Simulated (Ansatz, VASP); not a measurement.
# Pb: VASP beside Ansatz

```
Pb
1.0
     3.25173    0.00000    0.00000
     0.00000    3.25173    0.00000
     0.00000    0.00000    3.25173
Pb
1
Direct
  0.00000 0.00000 0.00000
```

Alike in both runs: functional PBE; k mesh 13 × 13 × 13; occupations fermi-dirac, width 0.05 eV; no spin polarisation.

Ansatz relaxed the structure, and its values are those at the end. VASP's run is a single point on that final structure, the one shown.

|  | VASP | Ansatz |
| --- | --- | --- |
| version | VASP 6.6.1 | Ansatz 0.2.0 |
| potentials or method | VASP PAW PBE potentials, release 64 (Pb_d) | PAW with Ansatz's default frozen-core files, scalar-relativistic |
| plane-wave cutoff (eV) | 520 | 420 |
| valence electrons in the cell | 14 | 14 |

|  | VASP | Ansatz | Ansatz less VASP |
| --- | --- | --- | --- |
| pressure (GPa) | -0.1 | 0.0 | +0.05 |

The runs have no spin-orbit coupling, so splittings on Pb are missing.
